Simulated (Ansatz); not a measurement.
Al2O3, 10 atoms in the cell. The structure is orthorhombic, space group Pnnm (No. 58). The conventional cell has a = 4.614 Å, b = 9.563 Å, c = 3.120 Å, α = 90.00°, β = 90.00°, γ = 90.00°. Around Al (site symmetry m) lie 4 O at 1.68 to 1.82 Å. Around O (site symmetry 2/m) lie 2 Al at 1.68 Å. Around O (site symmetry m) lie 3 Al at 1.82 Å. Measurements of this composition are mostly on another form, of space group No. 167.

```yaml
Program: Ansatz 0.2.0
Task: single point
Functional: PBE
Potentials_or_basis: Ansatz PAW
Cutoff: 300 eV
Density_cutoff: 1200 eV
k_mesh: 6 × 3 × 9
Occupations: fermi-dirac, width 0.05 eV
Spin: no spin polarisation
```

Potentials or basis: Ansatz PAW.

The run is started by

```console
$ ansatz run input.yaml --threads 4 --pin off --max-ram 11264MiB --backend cpu --events-out ev --progress --plain --runs-dir out
```

Hardware: 4 threads of Arm Neoverse V1, with other jobs on the host.

**Question.** Estimate the wall time of this run.

**Answer.** Run time: 2.1 s on 4 threads of Arm Neoverse V1, with other jobs on the host, peak memory 0.41 GiB. Counts: scf iterations 7, plane waves 1627, k points 40, bands 34.
